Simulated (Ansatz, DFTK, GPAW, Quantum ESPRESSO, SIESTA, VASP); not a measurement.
**One calculation of KF, 7 ways**

```
K F
1.0
     0.00000    2.67185    2.67185
     2.67185    0.00000    2.67185
     2.67185    2.67185    0.00000
K F
1 1
Direct
  0.00000 0.00000 0.00000
  0.50000 0.50000 0.50000
```

Alike in all runs: task single point; functional PBEsol; k mesh 9 × 9 × 9; occupations fermi-dirac, width 0.05 eV; no spin polarisation; no spin-orbit coupling. Pressure is positive in compression and, in plane waves, holds the error of the finite cutoff, which Ansatz's Pulay term estimates and takes out.

| program and potentials | plane-wave cutoff (eV) | notes | pressure (GPa) |
| --- | --- | --- | --- |
| Ansatz, Ansatz PAW | 420 | potentials made for PBE, which Ansatz adapts in part; Pulay term of +0.34 GPa included | -0.66 |
| Ansatz, all-electron LAPW, scalar-relativistic | - | - | -0.66 |
| VASP, PBE PAW files F, K_sv, 520 eV | 520 | potentials made for PBE | ? |
| SIESTA, files PseudoDojo sr-pbesol-0.4.1-standard, DZP (energy shift 0.003 Ry; two zetas on semicore shells; d shell added on K) | - | atomic basis | -1.32 |
| DFTK, PseudoDojo SR PBEsol 0.4.1 standard (PBEsol) | 1143 | - | -0.74 |
| GPAW, PAW data sets generated for this functional | 800 | - | -1.48 |
| Quantum ESPRESSO, GBRV 1.5 PBEsol | 612 | - | -0.94 |

Question: Estimate from the other rows what the run with VASP, PBE PAW files F, K_sv, 520 eV gave.

Answer: Pressure -0.62 GPa. The other rows, which needn't bracket it: pressure -1.48 to -0.66.
